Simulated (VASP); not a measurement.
# BaTiO3 (Barioperovskite) (Amm2) in VASP: reference runs

Aim: a first look at BaTiO3 (Barioperovskite) with PBEsol, on the cell as given and on a disturbed one.

Program: VASP 6.6.1. These are calculated values, not measurements. Logs are shortened: lines on timing, memory, paths and dates and some standing lists are left out, and cuts for length are marked.

**1. The crystal as given**

Symmetry: Amm2, No. 38, orthorhombic system. The conventional cell has a = 3.986 Å, b = 5.674 Å, c = 5.690 Å, α = 90.00°, β = 90.00°, γ = 90.00°. Ba (site symmetry mm2) has 12 O at 2.77 to 2.92 Å as nearest neighbours. Ti (site symmetry mm2) has 6 O at 1.93 to 2.09 Å as nearest neighbours. O (site symmetry m) has 2 Ti at 1.93 to 2.09 Å as nearest neighbours. O (site symmetry mm2) has 2 Ti at 2.00 Å as nearest neighbours.

**2. Single point, PBEsol**

File INCAR:

```
SYSTEM = BaTiO3
ALGO = Normal
EDIFF = 1E-7
ENCUT = 520
GGA = PS
ISIF = 2
ISMEAR = -1
KPAR = 2
LASPH = .True.
LCHARG = .True.
LREAL = .False.
LVHAR = .True.
LWAVE = .False.
NBANDS = 28
NELM = 100
PREC = Accurate
SIGMA = 0.05
```

File KPOINTS:

```
k-points
0
Gamma
  7 7 7
  0 0 0
```

File POSCAR:

```
BaTiO3
1.0
    3.9855000000      0.0000000000      0.0000000000
    0.0000000000      2.8369000000      2.8451500000
    0.0000000000     -2.8369000000      2.8451500000
Ba Ti O
1 1 3
Direct
    0.0000000000      0.0000000000      0.0000000000
    0.5000000000      0.5124000000      0.5124000000
    0.5000000000      0.9918400000      0.5052400000
    0.5000000000      0.5052400000      0.9918400000
    0.0000000000      0.4874000000      0.4874000000
```

Potentials or basis: VASP PAW PBE potentials, release 64 (Ba_sv, Ti_sv, O).

Launch:

```console
$ cat potpaw_PBE.64/Ba_sv/POTCAR potpaw_PBE.64/Ti_sv/POTCAR potpaw_PBE.64/O/POTCAR > POTCAR
$ mpirun -np 2 vasp_std > vasp.out
```

OUTCAR:

```text
SYSTEM = BaTiO3
   EDIFF = 1E-7
   ENCUT = 520
   GGA = PS
   ISIF = 2
   ISMEAR = -1
   LASPH = .True.
   LREAL = .False.
   NELM = 100
   PREC = Accurate

 ion  position               nearest neighbor table
   1  0.000  0.000  0.000-   5 2.77   4 2.81   3 2.81   3 2.81   4 2.81   5 2.84   5 2.84   4 2.84
                             3 2.84   3 2.84   4 2.84   5 2.92   2 3.42   2 3.42   2 3.47   2 3.47
   2  0.500  0.512  0.512-   3 1.93   4 1.93   5 2.00   5 2.00   3 2.09   4 2.09   1 3.42   1 3.42
                             1 3.47   1 3.47   1 3.47   1 3.47   1 3.53   1 3.53
   3  0.500  0.992  0.505-   2 1.93   2 2.09   1 2.81   1 2.81   1 2.84   1 2.84
   4  0.500  0.505  0.992-   2 1.93   2 2.09   1 2.81   1 2.81   1 2.84   1 2.84
   5  0.000  0.487  0.487-   2 2.00   2 2.00   1 2.77   1 2.84   1 2.84   1 2.92

  LATTYP: Found a base centered orthorhombic cell.
 ALAT       =     5.6738000000
 B/A-ratio  =     1.0029081039
 C/A-ratio  =     0.7024392823

  Lattice vectors:

 A1 = (   0.0000000000,   2.8369000000,  -2.8451500000)
 A2 = (   0.0000000000,   2.8369000000,   2.8451500000)
 A3 = (   3.9855000000,   0.0000000000,   0.0000000000)

Analysis of symmetry for initial positions (statically):
=====================================================================
 Subroutine PRICEL returns:
 Original cell was already a primitive cell.

 Routine SETGRP: Setting up the symmetry group for a
 base centered orthorhombic supercell.

 Subroutine GETGRP returns: Found  4 space group operations
 (whereof  4 operations were pure point group operations)
 out of a pool of  8 trial point group operations.

The static configuration has the point symmetry C_2v.

Analysis of symmetry for dynamics (positions and initial velocities):
=====================================================================
 Subroutine PRICEL returns:
 Original cell was already a primitive cell.

 Routine SETGRP: Setting up the symmetry group for a
 base centered orthorhombic supercell.

 Subroutine GETGRP returns: Found  4 space group operations
 (whereof  4 operations were pure point group operations)
 out of a pool of  8 trial point group operations.

The dynamic configuration has the point symmetry C_2v.

 Subroutine INISYM returns: Found  4 space group operations
 (whereof  4 operations are pure point group operations),
 and found     1 'primitive' translations

----------------------------------------------------------------------------------------

                                     Primitive cell

  volume of cell :      64.3372

  direct lattice vectors                    reciprocal lattice vectors
     3.985500000  0.000000000  0.000000000     0.250909547  0.000000000  0.000000000
     0.000000000  2.836900000  2.845150000     0.000000000  0.176248722  0.175737659
     0.000000000 -2.836900000  2.845150000     0.000000000 -0.176248722  0.175737659

  length of vectors
     3.985500000  4.017820321  4.017820321     0.250909547  0.248892219  0.248892219

  position of ions in fractional coordinates (direct lattice)
     0.000000000  0.000000000  0.000000000
     0.500000000  0.512400000  0.512400000
     0.500000000  0.991840000  0.505240000
     0.500000000  0.505240000  0.991840000
     0.000000000  0.487400000  0.487400000

  ion indices of the primitive-cell ions
   primitive index   ion index
                 1           1
                 2           2
                 3           3
                 4           4
                 5           5

----------------------------------------------------------------------------------------

 KPOINTS: k-points

Automatic generation of k-mesh.
 Grid dimensions read from file:
 generate k-points for:    7    7    7

 Generating k-lattice:

  Cartesian coordinates                     Fractional coordinates (reciprocal lattice)
     0.035844221  0.000000000  0.000000000     0.142857143  0.000000000  0.000000000
     0.000000000  0.025178389  0.025105380     0.000000000  0.142857143  0.000000000
     0.000000000 -0.025178389  0.025105380     0.000000000  0.000000000  0.142857143

  Length of vectors
     0.035844221  0.035556031  0.035556031

  Shift w.r.t. Gamma in fractional coordinates (k-lattice)
     0.000000000  0.000000000  0.000000000

 Subroutine IBZKPT returns following result:
 ===========================================

 Found     64 irreducible k-points:

 Following reciprocal coordinates:
            Coordinates               Weight
  0.000000  0.000000  0.000000      1.000000
  0.142857  0.000000  0.000000      2.000000
  0.285714  0.000000  0.000000      2.000000
  0.428571  0.000000  0.000000      2.000000
  0.000000  0.142857 -0.000000      4.000000
  0.142857  0.142857 -0.000000      8.000000
[... 16 lines left out ...]
  0.285714  0.285714  0.142857      8.000000
  0.428571  0.285714  0.142857      8.000000
 [... further k-points ...]
   k-points           NKPTS =     64   k-points in BZ     NKDIM =     64   number of bands    NBANDS=     28
   number of dos      NEDOS =    301   number of ions     NIONS =      5
   total plane-waves  NPLWV =  27000
   dimension x,y,z NGX =    30 NGY =   30 NGZ =   30
   dimension x,y,z NGXF=    60 NGYF=   60 NGZF=   60
   ions per type =               1   1   3
   NGX,Y,Z   is equivalent  to a cutoff of  12.51, 12.41, 12.41 a.u.
   NGXF,Y,Z  is equivalent  to a cutoff of  25.03, 24.83, 24.83 a.u.
 SYSTEM =  BaTiO3
   PREC   = accura    normal or accurate (medium, high low for compatibility)
   ISTART =      0    job   : 0-new  1-cont  2-samecut
   ICHARG =      2    charge: 1-file 2-atom 10-const
   ISPIN  =      1    spin polarized calculation?
   LNONCOLLINEAR =      F non collinear calculations
   LSORBIT =      F    spin-orbit coupling
   LASPH  =      T    aspherical Exc in radial PAW
   ENCUT  =  520.0 eV  38.22 Ry    6.18 a.u.   7.41  7.47  7.47*2*pi/ulx,y,z
   NELM   =    100;   NELMIN=  2; NELMDL= -5     # of ELM steps
   EDIFF  = 0.1E-06   stopping-criterion for ELM
   LREAL  =      F    real-space projection
   EDIFFG = 0.1E-05   stopping-criterion for IOM
   NSW    =      0    number of steps for IOM
   IBRION =     -1    ionic relax: 0-MD 1-quasi-New 2-CG
   NFREE  =      0    steps in history (QN), initial steepest desc. (CG)
   ISIF   =      2    stress and relaxation
   ISYM   =      2    0-nonsym 1-usesym 2-fastsym
   POTIM  = 0.5000    time-step for ionic-motion
   TEBEG  =    0.0;   TEEND  =   0.0 temperature during run
   PSTRESS=    0.0 pullay stress
   NELECT =      40.0000    total number of electrons
   NUPDOWN=      -1.0000    fix difference up-down
   EMIN   =  10.00;   EMAX   =-10.00  energy-range for DOS
   EFERMI =   0.00;   METHOD = LEGACY
   ISMEAR =    -1;   SIGMA  =   0.05  broadening in eV -4-tet -1-fermi 0-gaus
   EFERMI_NEDOS =   21; number of points for ismear=-14 and -15
   IALGO  =     38    algorithm
   IMIX   =      4    mixing-type and parameters
     AMIX     =   0.40;   BMIX     =  1.00
     AMIX_MAG =   1.60;   BMIX_MAG =  1.00
  volume/ion in A,a.u.               =      12.87        86.83
  Fermi-wavevector in a.u.,A,eV,Ry     =   1.397250  2.640420 26.562762  1.952308
  Thomas-Fermi vector in A             =   2.520525
   LORBIT       =      0    0 simple, 1 ext, 2 COOP (PROOUT), +10 PAW based schemes
   GGA     = PS    functional components
   LHFCALC =     F    Hartree Fock is set to
   AEXX    =    0.0000 exact exchange contribution
   IVDW    =     0    specifies the selected vdW correction
   LEPSILON=     F    determine dielectric tensor
   LRPA    =     F    only Hartree local field effects (RPA)
 non-spin polarized calculation
  energy-cutoff  :      520.00
  volume of cell :       64.34
 maximum number of plane-waves:      1757
 NGX is ok and might be reduce to    30
   NGX = 15   NGY = 15   NGZ = 15

 number of electron      39.9999995 magnetization

 Free energy of the ion-electron system (eV)
  ---------------------------------------------------
  ext. energy  EPLUGINS =         0.00000000
  ---------------------------------------------------
  free energy    TOTEN  =       -41.97707901 eV

  energy without entropy =      -41.97707901  energy(sigma->0) =      -41.97707901

 E-fermi :   4.5804     XC(G=0): -11.4952

 val. band max:        3.5909626117   @ k =   0.4286   0.4286   0.4286
 cond. band min:       5.4669663762   @ k =   0.0000   0.0000   0.0000
 fundamental gap:      1.8760037645
 Fermi energy:         4.5804024628

 k-point     1 :       0.0000    0.0000    0.0000
  band No.  band energies     occupation
      1     -52.6410      2.00000
      2     -28.9805      2.00000
      3     -28.9789      2.00000
      4     -28.9637      2.00000
      5     -21.1118      2.00000
      6     -13.1420      2.00000
[... 20 lines left out ...]
     27       8.6188      0.00000
     28      10.7901      0.00000

 k-point     2 :       0.1429    0.0000    0.0000
  band No.  band energies     occupation
      1     -52.6408      2.00000
      2     -28.9801      2.00000
      3     -28.9786      2.00000
      4     -28.9742      2.00000
      5     -21.0887      2.00000
      6     -13.1536      2.00000
[... 20 lines left out ...]
     27       9.0088      0.00000
     28      11.2893      0.00000

 k-point     3 :       0.2857    0.0000    0.0000
  band No.  band energies     occupation
      1     -52.6403      2.00000
      2     -28.9980      2.00000
      3     -28.9792      2.00000
      4     -28.9775      2.00000
      5     -21.0360      2.00000
      6     -13.2449      2.00000
[... 20 lines left out ...]
     27       9.9719      0.00000
     28      11.9253      0.00000

 k-point     4 :       0.4286    0.0000    0.0000
  band No.  band energies     occupation
      1     -52.6399      2.00000
      2     -29.0169      2.00000
      3     -28.9785      2.00000
      4     -28.9768      2.00000
      5     -20.9927      2.00000
      6     -13.3559      2.00000
[... 578 lines left out ...]
     27      10.5794      0.00000
     28      11.9548      0.00000

 k-point    23 :       0.2857    0.2857    0.1429
  band No.  band energies     occupation
      1     -52.6395      2.00000
      2     -29.0091      2.00000
      3     -28.9958      2.00000
      4     -28.9866      2.00000
      5     -20.9655      2.00000
      6     -12.9988      2.00000
[... 20 lines left out ...]
     27      11.3271      0.00000
     28      11.9193      0.00000

 k-point    24 :       0.4286    0.2857    0.1429
  band No.  band energies     occupation
      1     -52.6391      2.00000
      2     -29.0143      2.00000
      3     -29.0080      2.00000
      4     -28.9859      2.00000
      5     -20.9330      2.00000
      6     -12.9554      2.00000
[... 20 lines left out ...]
     27      11.9085      0.00000
     28      12.0653      0.00000

 [... further k-points ...]
[... 5 lines left out ...]
  --------------------------------------------------------------------------------------
  -------------------------------------------------------------------------------------
  Total       -0.8130915     -0.7531401     -1.0052597      0.0000000      0.0000000      0.0000000
  in kB      -20.2482738    -18.7553140    -25.0338041      0.0000000      0.0000000      0.0000000
  external PRESSURE =     -21.3457973 kB  Pullay stress =       0.0000000 kB

 VOLUME and BASIS-vectors are now :
 -----------------------------------------------------------------------------
  energy-cutoff  :      520.00
  volume of cell :       64.34
      direct lattice vectors                 reciprocal lattice vectors
     3.985500000  0.000000000  0.000000000     0.250909547  0.000000000  0.000000000
     0.000000000  2.836900000  2.845150000     0.000000000  0.176248722  0.175737659
     0.000000000 -2.836900000  2.845150000     0.000000000 -0.176248722  0.175737659

 POSITION                                       TOTAL-FORCE (eV/Angst)
 -----------------------------------------------------------------------------------
      0.00000      0.00000      0.00000         0.000000      0.000000      0.154139
      1.99275      0.00000      2.91571         0.000000      0.000000      0.178768
      1.99275      1.38044      4.25942         0.000000     -0.009063     -0.276805
      1.99275     -1.38044      4.25942         0.000000      0.009063     -0.276805
      0.00000      0.00000      2.77345         0.000000      0.000000      0.220704
 -----------------------------------------------------------------------------------
    total drift:                                0.000000      0.000001      0.000592

  FREE ENERGIE OF THE ION-ELECTRON SYSTEM (eV)
  ---------------------------------------------------
  free  energy   TOTEN  =       -41.9770790135 eV

  energy  without entropy=      -41.9770790128  energy(sigma->0) =      -41.97707901
```

It took 49 s on 2 MPI ranks of Intel Xeon Platinum 8488C (Sapphire Rapids), shared host; peak memory 0.24 GiB.

Results:

* Free energy: -41.9771 eV
* Pressure: -2.1 GPa
* Largest force: 0.277 eV/Å
* Band gap on the k mesh: 1.88 eV, indirect (least direct gap 2.01 eV)

Forces on the atoms (eV/Å):
```
Ba   0.000  0.000  0.154
Ti   0.000  0.000  0.179
O    0.000 -0.009 -0.277
O    0.000  0.009 -0.277
O    0.000  0.000  0.221
```

Caveat: the PAW data sets were made with another functional, which shifts forces and pressure a little; spin-orbit coupling is left out, which moves the levels of the heavy elements; an odd mesh through Γ misses points on the zone boundary, where band edges often lie.

(Continued in part 2 of 2.)
